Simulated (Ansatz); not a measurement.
Input and command of a calculation in Ansatz (plane waves; scalar-relativistic PAW potentials unless the input names others):

```yaml
crystal:
  lattice:
    - [4.2657494006, 0.0, 0.0]
    - [-2.1328747003, 3.6942473471, 0.0]
    - [0.0, 0.0, 14.0166103895]
  atoms:
    - { symbol: Sr, position: [0.0, 0.0, 0.0] }
    - { symbol: Sr, position: [0.3333333333, 0.6666666667, 0.25] }
    - { symbol: Sr, position: [0.0, 0.0, 0.5] }
    - { symbol: Sr, position: [0.6666666667, 0.3333333333, 0.75] }
basis:
  ecutwfc: 420
kpoints:
  mp_grid: { grid: [12, 12, 3] }
hamiltonian:
  xc: pbe
  pseudopotentials: { kind: nc }
scf:
  occupations: { method: gaussian, width: 0.1 }
  max_iter: 50
output:
  forces: true
  eigenvalues: true
  stress: true
magnetization:
  spin_polarized: true
  spin_orbit: true
```

```bash
ansatz run input.yaml --threads 1 --pin off --max-ram 2560MiB --backend cpu --events-out ev --progress --plain --runs-dir out
```

What is wrong with this input?

The program refuses it, because of spin-orbit coupling on scalar files and without noncollinear: true (magnetization: not typed → {"spin_polarized": true, "spin_orbit": true}; hamiltonian.pseudopotentials: not typed → {"kind": "nc"}). Without those keys it is accepted.

Abridged log:
```
Error: 2 input errors — fix all and re-run
  1. inconsistent input (magnetization.spin_orbit, magnetization.noncollinear): true requires noncollinear: true — spin–orbit coupling acts on 2-spinor wavefunctions; set both flags
  2. inconsistent input (magnetization.spin_orbit, hamiltonian.pseudopotentials.kind): true requires a fully-relativistic hamiltonian.pseudopotentials.kind (nc_fr or paw_fr), or kind: all_electron without datasets and azcp, which then solves Dirac's equation on LAPW. paw_fr resolves this project's PAW files (source: ansatz) by j as it reads them
```